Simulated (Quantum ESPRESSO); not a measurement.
Crystal: HgSe.

```
Hg Se
1.0
     0.00000    3.03900    3.03900
     3.03900    0.00000    3.03900
     3.03900    3.03900    0.00000
Hg Se
1 1
Direct
  0.00000 0.00000 0.00000
  0.75000 0.75000 0.75000
```

Base run:

* Program: Quantum ESPRESSO 7.5
* Functional: PBE
* Potentials or basis: PseudoDojo 0.4.1 SR PBE standard
* Cutoff: 1170 eV
* Density cutoff: 4680 eV
* k mesh: 8 × 8 × 8
* Occupations: fermi-dirac, width 0.05 eV
* Spin: no spin polarisation

Its results: band gap on the k mesh none (metal or under the smearing width); pressure 4.6 GPa.

Question: The run is repeated on the same cell with these changes: functional from PBE to LDA; potentials or basis from PseudoDojo 0.4.1 SR PBE standard to PseudoDojo 0.4.1 SR LDA standard. What comes out?

Answer: Band gap on the k mesh none (metal or under the smearing width); pressure -0.5 GPa.

Caveats: spin-orbit coupling is left out, which moves the levels of the heavy elements.
